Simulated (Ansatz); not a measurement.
The reference is GeO2 (space group P3_121, No. 152).

Space group P3₁21 (No. 152); a = b = 5.093 Å, c = 5.769 Å, α = β = 90.00°, γ = 120.00°

```tsv
atom	site	symmetry	x	y	z
Ge	3b	.2.	0.5444	0.5444	0.5000
O	6c	1	0.7017	0.0990	0.0753
```

The values are results of Ansatz (a program for electronic structure), PBE, PAW, cutoff 420 eV, scalar-relativistic without spin-orbit coupling, earlier PAW set, not measurements.

One change was made to it. Results:

The electron mass changes from 0.39 mₑ along c, 0.45 mₑ across (at Γ) to 0.32 mₑ along c, 0.35 mₑ across (at Γ); the c/a ratio rises by 0.081, from 1.133 to 1.214; the band gap rises by 0.10 eV (3.21 eV → 3.31 eV).

Question: Which of these changes matches the shifts?
A. pressure 45 GPa
B. pressure 60 GPa
C. pressure −1 GPa
D. pressure −2 GPa
E. pressure 18 GPa

Answer: E, pressure 18 GPa. For comparison, the band gap in the other runs: pressure −2 GPa gives 3.09 eV; pressure −1 GPa gives 3.16 eV; pressure 60 GPa gives 2.82 eV; pressure 45 GPa gives 3.03 eV.

Load acts through the strain it causes; cell and atoms are relaxed under it. Effective masses come from finite differences of ±0.01 Å⁻¹. No phonon test of stability was made. Competing high-pressure phases were not computed.
